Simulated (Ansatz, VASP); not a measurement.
AlN in VASP and in Ansatz

```
Al N
1.0
     3.27368    0.00000    0.00000
    -1.63684    2.83509    0.00000
     0.00000    0.00000    4.10814
Al N
2 2
Direct
  0.33333 0.66667 0.75000
  0.66667 0.33333 0.25000
  0.33333 0.66667 0.25000
  0.66667 0.33333 0.75000
```

Measurements of this composition are mostly on another form, of space group No. 186.

Alike in both runs: functional LDA; k mesh 9 × 9 × 6; occupations gaussian, width 0.1 eV; no spin polarisation.

Ansatz relaxed the structure, and its values are those at the end. VASP's run is a single point on that final structure, the one shown.

|  | VASP | Ansatz |
| --- | --- | --- |
| version | VASP 6.6.1 | Ansatz 0.2.0 |
| potentials or method | VASP PAW LDA potentials, release 64 (Al, N) | scalar-relativistic, plane waves, PAW |
| plane-wave cutoff (eV) | 520 | 420 |
| valence electrons in the cell | 16 | 16 |

```csv
,VASP,Ansatz,Ansatz less VASP
gap on the k mesh at the Fermi level (eV),3.62,3.61,-0.010
least direct gap on the mesh (eV),3.62,3.61,-0.010
pressure (GPa),0.5,-0.1,-0.63
```

Ansatz warned: «pseudo_functional_mismatch».

Caveats: an odd mesh through Γ misses points on the zone boundary, where band edges often lie. Expect the measured gap to be larger: semilocal functionals such as LDA lack the derivative discontinuity.
